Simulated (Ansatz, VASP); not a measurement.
## ZrC: VASP beside Ansatz

```xyz
2
Lattice="0.0000 2.4810 2.1089 2.4810 0.0000 2.1089 2.4810 2.4810 0.0000" Properties=species:S:1:pos:R:3 pbc="T T T"
Zr    2.4810    2.4810    2.1089
C     0.0000    0.0000    0.0000
```

Alike in both runs: task single point; functional PBEsol; k mesh 20 × 20 × 20; occupations gaussian, width 0.15 eV; no spin polarisation.

```csv
,VASP,Ansatz
version,VASP 6.6.1,Ansatz 0.2.0
potentials or method,"VASP PAW PBE potentials, release 64 (Zr_sv, C)","scalar-relativistic, plane waves, PAW"
plane-wave cutoff (eV),520,420
valence electrons in the cell,16,16
```

```tsv
	VASP	Ansatz	Ansatz less VASP
gap on the k mesh at the Fermi level (eV)	none	none	-
pressure (GPa)	7.1	6.8	-0.33
largest component of the traceless stress (GPa)	51.00	50.73	-0.271
```

A gap of «none» marks a metal or a gap that the smearing closes.

Caveats: the PAW data sets were made with another functional, which shifts forces and pressure a little (VASP).
